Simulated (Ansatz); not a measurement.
Two Ansatz runs on Ge

The cell is the one relaxed in the Materials Project (mp-1061054), not relaxed further here; entries there can be hypothetical.

First run: DFT, PBE, PAW with Ansatz's default frozen-core files, scalar-relativistic (Ansatz 0.2.0).

Command: `ansatz run input.yaml --threads 1 --pin off --max-ram 2048MiB --backend cpu --events-out ev --progress --plain --runs-dir out` The run took 48 s on 1 thread of Intel(R) Xeon(R) Platinum 8259CL CPU @ 2.50GHz (Skylake/Cascade Lake), with other jobs on the host.

```yaml
crystal:
  lattice:
    - [-2.495898, 2.650863, 1.436947]
    - [2.495898, -2.650863, 1.436947]
    - [2.495898, 2.650863, -1.436947]
  atoms:
    - { symbol: Ge, position: [0.685943, 0.935943, 0.75] }
    - { symbol: Ge, position: [0.314057, 0.064057, 0.25] }
kpoints:
  mp_grid: { grid: [15, 15, 15] }
  band_path:
    path:
      - [0.0, 0.0, 0.0]
      - [0.5, -0.5, 0.5]
      - [0.4716251834, -0.4716251834, 0.5283748166]
      - [-0.4716251834, 0.4716251834, 0.4716251834]
      - [0.0, 0.0, 0.0]
      - [0.3234593264, 0.3234593264, -0.3234593264]
      - [0.6765406736, -0.3234593264, 0.3234593264]
      - [0.5, -0.5, 0.5]
      - [0.0, 0.0, 0.0]
    npoints: 5
scf:
  occupations: { method: fermi_dirac, width: 0.03 }
hamiltonian:
  xc: pbe
  pseudopotentials: { kind: paw }
output:
  forces: true
  stress: true
  eigenvalues: true
  efg: { contact_densities: true }
  write_density: true
  write_potential: true
  elf: true
  volumetric_format: npy
```

Result: converged; pressure 1.08 GPa; largest force 0.041 eV/Å; no gap on the k mesh; 6 SCF iterations.

The input is then changed:

```diff
@@ -22,5 +22,5 @@
     npoints: 5
 scf:
-  occupations: { method: fermi_dirac, width: 0.03 }
+  occupations: { method: fermi_dirac, width: 0.001 }
 hamiltonian:
   xc: pbe
@@ -31,7 +31,3 @@
   eigenvalues: true
   efg: { contact_densities: true }
-  write_density: true
-  write_potential: true
-  elf: true
-  volumetric_format: npy
```

Q: Predict the outcome of the changed run.

A: It converged; energy at zero smearing +0.1 meV/atom from the first run; pressure 1.05 GPa; largest force 0.036 eV/Å; no gap on the k mesh; 6 SCF iterations.
